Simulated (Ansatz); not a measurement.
`NNc1ccccc1` + H₂O → phenol + `NN` at 298.15 K and 1 bar (formal hydrolysis of a C–N bond).

Program: Ansatz. Geometries: PBE0-D4/def2-TZVP. ΔE: electronic, gas phase. CCSD(T)/CBS is the MP2 limit (def2-TZVPP, def2-QZVPP) plus CCSD(T) − MP2 in def2-TZVPP, frozen cores. This one scheme is used for every species. Each species was taken in one conformer, which may not be the lowest.

```csv
species,CCSD(T)/CBS energy (Eh),H − E (kJ/mol),S (J/(mol·K))
`NNc1ccccc1`,-342.49555,375.5,341.6
H₂O,-76.37941,66.4,188.7
`Oc1ccccc1`,-307.09669,292.7,312.1
`NN`,-111.76471,152.1,230.0
```

H − E and S are ideal-gas, rigid-rotor, harmonic terms from PBE0-D4/def2-TZVP, for one conformer and one mirror image of each species. 1 Eh = 2625.50 kJ/mol, R = 8.31446 J/(mol·K).

Problem. By hand: ΔE, ΔH, ΔS and ΔG.

Solution. ΔE = (-307.09669) + (-111.76471) − (-342.49555) − (-76.37941) = 0.01356 Eh = 35.6 kJ/mol. Δ(H − E) = 292.7 + 152.1 − 375.5 − 66.4 = 2.9, so ΔH = 38.5 kJ/mol. ΔS = 312.1 + 230.0 − 341.6 − 188.7 = 11.8 J/(mol·K). ΔG = 38.5 − 298.15 × (11.8)/1000 = 35.0 kJ/mol.

Problem. By hand: the equilibrium constant, and the temperature at which ΔG would vanish if ΔH and ΔS stayed fixed.

Solution. log₁₀ K = −ΔG/(RT ln 10) = -6.1. ΔG = 0 at ΔH/ΔS = 3263 K, far beyond where these terms or the molecules hold.

The number of gas molecules stays the same, so ΔS is small and ΔH decides. A doubt of 5 kJ/mol in ΔE shifts log₁₀ K by 0.9 here. Other conformers and mirror images would add mixing entropy, several J/(mol·K) or more a flexible species. These are equilibria of isolated gas molecules and say nothing of rates. Largest T1 diagnostic: 0.011 (customary marks: 0.02 for closed shells, 0.045 for open ones).
